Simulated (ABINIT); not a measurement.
The system is NaI.

```
I Na
1.0
     0.00000    3.23640    3.23640
     3.23640    0.00000    3.23640
     3.23640    3.23640    0.00000
I Na
1 1
Direct
  0.50000 0.50000 0.50000
  0.00000 0.00000 0.00000
```

Program: ABINIT 10.8.3 (patched build). Alike in all runs: no spin polarisation; cell as given; k mesh 7 × 7 × 7; smearing fermi-dirac 0.05 eV. Hardware: 4 MPI ranks on Intel(R) Xeon(R) 6975P-C (Granite Rapids), with other jobs on the host.

Order these runs on this cell by their wall time, lowest first.
A. task band structure; level r2SCAN; potentials or basis JTH PAW PBE v2.0; cutoff (eV) 1306; fine-grid cutoff 1959.22 eV
B. task band structure; level LDA; potentials or basis JTH PAW LDA v2.0; cutoff (eV) 1088; fine-grid cutoff 1687.11 eV
C. task single point; level PBEsol; potentials or basis PseudoDojo NC SR PBEsol v0.4.1 standard; cutoff (eV) 1197

C (9.2 s), B (52 s), A (190 s).
